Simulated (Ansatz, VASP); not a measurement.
MoS in VASP and in Ansatz

```
CELL_PARAMETERS angstrom
0.00000 2.63858 2.63858
2.63858 0.00000 2.63858
2.63858 2.63858 0.00000
ATOMIC_POSITIONS crystal
Mo 0.00000 0.00000 0.00000
S 0.25000 0.25000 0.25000
```

Alike in both runs: functional PBEsol; k mesh 6 × 6 × 6; occupations gaussian, width 0.1 eV; no spin polarisation.

Ansatz relaxed the structure, and its values are those at the end. VASP's run is a single point on that final structure, the one shown.

|  | VASP | Ansatz |
| --- | --- | --- |
| version | VASP 6.6.1 | Ansatz 0.2.0 |
| potentials or method | VASP PAW PBE potentials, release 64 (Mo_sv, S) | scalar-relativistic, plane waves, PAW |
| plane-wave cutoff (eV) | 520 | 420 |
| valence electrons in the cell | 20 | 20 |

VASP gave:

```
gap on the k mesh at the Fermi level (eV) : none
pressure (GPa)                            : 0.3
```

What did Ansatz give for the same quantities?

gap on the k mesh at the Fermi level (eV): none; pressure (GPa): 0.1.

A gap of «none» marks a metal or a gap that the smearing closes.

Caveats: the PAW data sets were made with another functional, which shifts forces and pressure a little (VASP).
